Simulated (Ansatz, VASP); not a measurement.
**SiGe4 in VASP and in Ansatz**

```
Si Ge
1.0
     3.88349    0.00000    0.00000
    -1.94175    3.36320    0.00000
     0.00000    0.00000    8.30773
Si Ge
1 4
Direct
  0.00000 0.00000 0.00000
  0.33333 0.66667 0.81577
  0.66667 0.33333 0.18423
  0.00000 0.00000 0.65955
  0.00000 0.00000 0.34045
```

Alike in both runs: functional PBE; k mesh 6 × 6 × 4; occupations gaussian, width 0.1 eV; no spin polarisation.

Ansatz relaxed the structure, and its values are those at the end. VASP's run is a single point on that final structure, the one shown.

|  | VASP | Ansatz |
| --- | --- | --- |
| version | VASP 6.6.1 | Ansatz 0.2.0 |
| potentials or method | VASP PAW PBE potentials, release 64 (Si, Ge_d) | scalar-relativistic, plane waves, PAW |
| plane-wave cutoff (eV) | 520 | 420 |
| valence electrons in the cell | 60 | 60 |

|  | VASP | Ansatz | Ansatz less VASP |
| --- | --- | --- | --- |
| gap on the k mesh at the Fermi level (eV) | none | none | - |
| pressure (GPa) | -0.1 | 0.0 | +0.06 |
| rms of the force components (eV/Å) | 0.004 | 0.003 | -0.0015 |

A gap of «none» marks a metal or a gap that the smearing closes.
